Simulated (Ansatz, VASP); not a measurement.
# AgCl in VASP and in Ansatz

File INCAR:

```
SYSTEM = AgCl
PREC = Accurate
ENCUT = 520
EDIFF = 1E-8
ISMEAR = -1
SIGMA = 0.02
LREAL = .False.
LASPH = .True.
NELM = 100
ALGO = Normal
ISIF = 2
LWAVE = .False.
LCHARG = .False.
GGA = PE
LEFG = .True.
NBANDS = 16
```

File KPOINTS:

```
Automatic mesh
0
Gamma
  8 8 8
  0 0 0
```

POSCAR

```
AgCl
1.0
    0.0000000000      2.7454185000      2.7731500000
    2.7454185000      0.0000000000      2.7731500000
    2.7454185000      2.7454185000      0.0000000000
Ag Cl
1 1
Direct
    0.5000000000      0.5000000000      0.5000000000
    0.0000000000      0.0000000000      0.0000000000
```

Input for Ansatz:

```yaml
crystal:
  lattice:
    - [0.0, 2.7454185, 2.77315]
    - [2.7454185, 0.0, 2.77315]
    - [2.7454185, 2.7454185, 0.0]
  atoms:
    - { symbol: Ag, position: [0.5, 0.5, 0.5] }
    - { symbol: Cl, position: [0.0, 0.0, 0.0] }
kpoints:
  mp_grid: { grid: [8, 8, 8] }
scf:
  occupations: { method: fermi_dirac, width: 0.02 }
hamiltonian:
  xc: pbe
  pseudopotentials: { kind: paw }
output:
  forces: true
  stress: true
  eigenvalues: true
  efg: { contact_densities: true }
```

Change from the starting cell: x and y stretched by -1 %, z held, PAW files.

Alike in both runs: task electric field gradients; functional PBE; k mesh 8 × 8 × 8; occupations fermi-dirac, width 0.02 eV; no spin polarisation.

```csv
,VASP,Ansatz
version,VASP 6.6.1,Ansatz 0.2.0
potentials or method,"VASP PAW PBE potentials, release 64 (Ag, Cl)","PAW with Ansatz's default frozen-core files, scalar-relativistic"
plane-wave cutoff (eV),520,420
valence electrons in the cell,18,26
```

Ansatz gave:

```
gap on the k mesh at the Fermi level (eV)                      : 0.88
pressure (GPa)                                                 : 2.7
largest component of the traceless stress (GPa)                : 0.21
Vzz of the field gradient on the site that differs most (V/Å²) : 5.1
```

Task: Which values does VASP return?

Result: gap on the k mesh at the Fermi level (eV): 0.87; pressure (GPa): 2.5; largest component of the traceless stress (GPa): 0.21; Vzz of the field gradient on the site that differs most (V/Å²): 6.0.

The functional is the same, so the differences come from potentials, cutoffs and numerics. The two sets of potentials don't hold the same shells in valence. Ansatz warned: «gradients_without_spin_orbit».

A k mesh can miss the band edges.
